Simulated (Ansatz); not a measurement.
The system is MnS.

```
Mn S
1.0
     1.83000    1.05655    2.97092
    -1.83000    1.05655    2.97092
     0.00000   -2.11310    2.97092
Mn S
1 1
Direct
  0.00000 0.00000 0.00000
  0.50000 0.50000 0.50000
```

The cell is a database's computed one.

| Item | Value |
| --- | --- |
| Program | Ansatz 0.2.0 |
| Task | relaxation of cell and atoms |
| Functional | LDA |
| Potentials or basis | Ansatz PAW |
| Cutoff | 420 eV (not typed: the program's choice for these potentials) |
| k mesh | 7 × 7 × 7 |
| Occupations | fermi-dirac, width 0.05 eV |
| Spin | collinear spin, ferromagnetic start |
| Starting moments | [4.0, 0.0] μB |

At the start: volume 17.23 Å³/atom.

Problem. How do energy, volume and symmetry change on relaxing?

Solution. It ends after 7 steps and the volume is 13.62 Å³/atom (-21.0 %); space group Fm-3m (No. 225, to 0.05 Å); moment 3.41 μB per cell.

Step by step:
| step | energy change (eV) | largest force (eV/Å) | volume (Å³) |
| --- | --- | --- | --- |
| 1 | 0.0000 | 0.0000 | 34.47 |
| 2 | -0.1952 | 0.0000 | 30.94 |
| 3 | -0.2803 | 0.0000 | 26.51 |
| 4 | -0.2851 | 0.0000 | 27.62 |
| 5 | -0.2873 | 0.0000 | 27.11 |
| 6 | -0.2875 | 0.0000 | 27.23 |
| 7 | -0.2864 | 0.0000 | 27.23 |

Final structure:
```
Mn S
1.0
     1.68851    0.97486    2.75732
    -1.68851    0.97486    2.75732
     0.00000   -1.94972    2.75732
Mn S
1 1
Direct
  0.00000 0.00000 0.00000
  0.50000 0.50000 0.50000
```

Caveat: the volume moved by over 15 % at a fixed basis, so the end points are rough; the plane-wave basis is chosen anew once the cell has moved, so the energies of steps on either side of that aren't comparable; a cell with one magnetic atom can't hold antiferromagnetic order, which such compounds often take; the PAW data sets come from PBE, with cores solved anew for the run's functional, which leaves a small shift of forces and pressure.
